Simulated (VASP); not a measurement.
# Te2Mo in VASP: optical spectrum with PBE

Aim: the optical spectrum of Te2Mo with PBE.

All numbers are computed with VASP 6.6.1; they aren't measurements. Logs are shortened: lines on timing, memory, paths and dates and some standing lists are left out, and cuts for length are marked.

## 1. Starting point

The cell holds a slab with vacuum, 6 atoms: a = 6.362 Å, b = 3.480 Å, c = 36.176 Å, α = 90.00°, β = 90.14°, γ = 90.00°.

## 2. Optical spectrum, PBE

Contents of INCAR:

```
ALGO = Normal
CSHIFT = 0.1
EDIFF = 1E-6
ENCUT = 520
GGA = PE
ISIF = 2
ISMEAR = 0
LASPH = T
LCHARG = F
LOPTICS = T
LREAL = F
LWAVE = F
NBANDS = 74
NEDOS = 1000
NELM = 80
PREC = Accurate
SIGMA = 0.02
```

Contents of KPOINTS:

```
k-points
0
Gamma
  4 8 1
```

Contents of POSCAR:

```
Te2Mo
1.0
    6.3616090156      0.0000000000      0.0000000000
    0.0000000000      3.4804030600      0.0000000000
   -0.0857412231      0.0000000000     36.1758904685
Te Mo
4 2
Direct
    0.4292511000      0.7500000000      0.5407035800
    0.5707489000      0.2500000000      0.4592964200
    0.9208478700      0.2500000000      0.5565273200
    0.0791521300      0.7500000000      0.4434726800
    0.1813475600      0.2500000000      0.4974653700
    0.8186524400      0.7500000000      0.5025346300
```

Potentials or basis: VASP PAW PBE potentials, release 64 (Te, Mo_sv).

On the command line:

```
cat potpaw_PBE.64/Te/POTCAR potpaw_PBE.64/Mo_sv/POTCAR > POTCAR
mpirun -np 1 vasp_std > vasp.out
```

OUTCAR:

```text
EDIFF = 1E-6
   ENCUT = 520
   GGA = PE
   ISIF = 2
   ISMEAR = 0
   LASPH = T
   LREAL = F
   NELM = 80
   PREC = Accurate

 ion  position               nearest neighbor table
   1  0.429  0.750  0.541-   5 2.82   5 2.82   6 2.84   2 3.54   2 3.54   3 3.62   3 3.62
   2  0.571  0.250  0.459-   6 2.82   6 2.82   5 2.84   1 3.54   1 3.54   4 3.62   4 3.62
   3  0.921  0.250  0.557-   6 2.69   6 2.69   5 2.71   1 3.62   1 3.62
   4  0.079  0.750  0.443-   5 2.69   5 2.69   6 2.71   2 3.62   2 3.62
   5  0.181  0.250  0.497-   4 2.69   4 2.69   3 2.71   1 2.82   1 2.82   2 2.84   6 2.90   6 2.90

   6  0.819  0.750  0.503-   3 2.69   3 2.69   4 2.71   2 2.82   2 2.82   1 2.84   5 2.90   5 2.90

  LATTYP: Found a simple monoclinic cell.
 ALAT       =     6.3616090156
 B/A-ratio  =     0.5470947761
 C/A-ratio  =     5.6866104138
 COS(beta)  =    -0.0023701139

  Lattice vectors:

 A1 = (   6.3616090156,   0.0000000000,   0.0000000000)
 A2 = (   0.0000000000,   3.4804030600,   0.0000000000)
 A3 = (  -0.0857412231,   0.0000000000,  36.1758904685)

Analysis of symmetry for initial positions (statically):
=====================================================================
 Subroutine PRICEL returns:
 Original cell was already a primitive cell.

 Routine SETGRP: Setting up the symmetry group for a
 simple monoclinic supercell.

 Subroutine GETGRP returns: Found  4 space group operations
 (whereof  2 operations were pure point group operations)
 out of a pool of  4 trial point group operations.

The static configuration has the point symmetry S_2 .
 The point group associated with its full space group is C_2h.

[... 795 lines left out ...]
 -----------------------------------------------------------------------------
  energy-cutoff  :      520.00
  volume of cell :      800.97
      direct lattice vectors                 reciprocal lattice vectors
     6.361609016  0.000000000  0.000000000     0.157192936  0.000000000  0.000372566
     0.000000000  3.480403060  0.000000000     0.000000000  0.287323044  0.000000000
    -0.085741223  0.000000000 36.175890469     0.000000000  0.000000000  0.027642720

 POSITION                                       TOTAL-FORCE (eV/Angst)
 -----------------------------------------------------------------------------------
      2.68437      2.61030     19.56043         0.045969      0.000000      0.076640
      3.59150      0.87010     16.61546        -0.045969     -0.000000     -0.076640
      5.81036      0.87010     20.13287        -0.016216     -0.000000      0.259730
      0.46551      2.61030     16.04302         0.016216      0.000000     -0.259730
      1.11101      0.87010     17.99625         0.068497      0.000000      0.019784
      5.16486      2.61030     18.17964        -0.068497      0.000000     -0.019784
 -----------------------------------------------------------------------------------
    total drift:                                0.000000     -0.000000     -0.000000

  FREE ENERGIE OF THE ION-ELECTRON SYSTEM (eV)
  ---------------------------------------------------
  free  energy   TOTEN  =       -35.9590532309 eV

  energy  without entropy=      -35.9583479940  energy(sigma->0) =      -35.95870061

 electrical conductivity sigma (Mega S m-1) (frequency dependency in vasprun.xml)
  --------------------------------------------------------------------------------------
       0.000       0.000      -0.000
       0.000       0.001       0.000
      -0.000       0.000       0.000

  frequency dependent IMAGINARY DIELECTRIC FUNCTION (independent particle, no local field effects) density-density
     E(ev)      X         Y         Z        XY        YZ        ZX
  --------------------------------------------------------------------------------------------------------------
     0.00000     0.00000     0.00000     0.00000     0.00000     0.00000     0.00000
     0.87248     1.29529     4.15274     0.13065     0.00000     0.00000     0.22084
     1.74497     2.78092     1.62662     0.25905     0.00000     0.00000     0.12205
     2.61745     3.74892     3.31075     0.68224     0.00000     0.00000     0.13760
     3.48993     3.85776     3.74527     2.20447     0.00000     0.00000    -0.48459
     4.36242     2.02241     2.27153     2.38987     0.00000     0.00000    -0.06345
[... 92 lines left out ...]
    85.50337     0.00002     0.00002     0.00002     0.00000     0.00000     0.00000
    86.37586     0.00002     0.00002     0.00002     0.00000     0.00000     0.00000

  frequency dependent      REAL DIELECTRIC FUNCTION (independent particle, no local field effects) density-density
     E(ev)        X           Y           Z          XY          YZ          ZX
  --------------------------------------------------------------------------------------------------------------
     0.00000    26.75567     7.96412     2.83029     0.00000     0.00000     0.80655
     0.87248     4.77570     1.55835     2.84395     0.00000     0.00000     0.05580
     1.74497     4.01614     3.75324     3.03954     0.00000     0.00000    -0.09713
     2.61745     3.23793     3.03853     3.50073     0.00000     0.00000     0.03476
     3.48993     2.06763     0.84859     3.53737     0.00000     0.00000    -0.62131
     4.36242    -0.31854    -0.03174     2.44949     0.00000     0.00000     0.21548
[... 92 lines left out ...]
    85.50337     0.99031     0.99038     0.99035     0.00000     0.00000    -0.00005
    86.37586     0.99051     0.99058     0.99056     0.00000     0.00000    -0.00005

  frequency dependent IMAGINARY DIELECTRIC FUNCTION (independent particle, no local field effects) current-current
     E(ev)      X         Y         Z        XY        YZ        ZX
  --------------------------------------------------------------------------------------------------------------
     0.00000    43.27648    15.92526     4.18542     0.00000     0.00000     1.39269
     0.87248     2.13476     4.09619     0.54939     0.00000     0.00000     0.22692
     1.74497     3.11856     1.93653     0.49176     0.00000     0.00000     0.11052
     2.61745     3.91392     3.46846     0.87386     0.00000     0.00000     0.14279
     3.48993     3.91947     3.72901     2.34661     0.00000     0.00000    -0.52075
     4.36242     1.95988     2.22021     2.45811     0.00000     0.00000    -0.05439
[... 92 lines left out ...]
    85.50337     0.00000     0.00000     0.00000     0.00000     0.00000     0.00000
    86.37586     0.00000     0.00000     0.00000     0.00000     0.00000     0.00000

  frequency dependent      REAL DIELECTRIC FUNCTION (independent particle, no local field effects) current-current
     E(ev)        X           Y           Z          XY          YZ          ZX
  --------------------------------------------------------------------------------------------------------------
     0.00000    -1.45925     7.49458     2.79831     0.00000     0.00000    -0.01826
     0.87248     4.94045     0.84089     2.81497     0.00000     0.00000     0.02030
     1.74497     3.82425     3.59898     3.01047     0.00000     0.00000    -0.10454
     2.61745     3.00515     2.79713     3.44771     0.00000     0.00000     0.02616
     3.48993     1.87830     0.64858     3.41061     0.00000     0.00000    -0.59211
     4.36242    -0.39274    -0.13134     2.33673     0.00000     0.00000     0.21805
[... 92 lines left out ...]
    85.50337     0.99036     0.99040     0.99036     0.00000     0.00000    -0.00005
    86.37586     0.99056     0.99060     0.99056     0.00000     0.00000    -0.00005
```

stdout:

```text
POSCAR found type information on POSCAR TeMo
 POSCAR found :  2 types and       6 ions
 scaLAPACK will be used
 LDA part: xc-table for (Slater+PW92), standard interpolation
 POSCAR, INCAR and KPOINTS ok, starting setup
 FFT: planning ... GRIDC
 FFT: planning ... GRID_SOFT
 FFT: planning ... GRID
 WAVECAR not read
 entering main loop
 optical routines
 imaginary and real dielectric function
 recalculating local potential from charge density
 direction            1
 direction            2
 direction            3
```

It took 41 min on 1 thread of Intel Xeon Platinum 8488C (Sapphire Rapids), shared host; peak memory 1.7 GiB.

Results:

```
Free energy            : -35.9591 eV
Largest force          : 0.260 eV/Å
Band gap on the k mesh : none (metal or under the smearing width)
```

Forces in eV/Å, atoms in the order of the input:
```
Te   0.046  0.000  0.077
Te  -0.046  0.000 -0.077
Te  -0.016  0.000  0.260
Te   0.016  0.000 -0.260
Mo   0.068  0.000  0.020
Mo  -0.068  0.000 -0.020
```

Levels at points of the mesh, in eV from the Fermi level:
```csv
k point,band 23,band 24,band 25,band 26,band 27,band 28,band 29,band 30
"(0.00, 0.00, 0.00)",-0.94,-0.59,-0.30,0.17,0.65,1.07,1.72,2.12
"(0.50, 0.00, 0.00)",-1.24,-0.80,-0.78,-0.66,0.11,1.08,1.47,1.82
"(0.00, 0.50, 0.00)",-1.59,-1.59,-1.39,-1.39,1.18,1.18,1.45,1.45
"(0.50, 0.50, 0.00)",-1.71,-1.71,-0.84,-0.84,1.10,1.10,1.90,1.90
```

Dielectric function (mean over the directions given):
```tsv
energy (eV)	real part	imaginary part
0.26	3.31	4.26
1.22	3.86	1.61
2.27	3.60	2.84
3.32	2.21	2.92
4.36	0.70	2.23
5.41	0.40	1.57
6.46	0.46	1.03
7.50	0.82	0.93
8.55	0.54	1.15
9.60	0.35	0.80
10.56	0.29	0.58
11.60	0.32	0.36
12.65	0.42	0.21
13.70	0.52	0.11
14.74	0.60	0.05
15.79	0.68	0.01
16.84	0.74	0.01
17.89	0.78	0.01
18.93	0.81	0.00
19.98	0.84	0.00
```

Caveat: spectra need much finer meshes, so this one isn't converged; independent-particle spectra lack excitons; the intraband (Drude) part of a metal's response may be missing. Spin-orbit coupling is left out, which matters for the levels of Te.
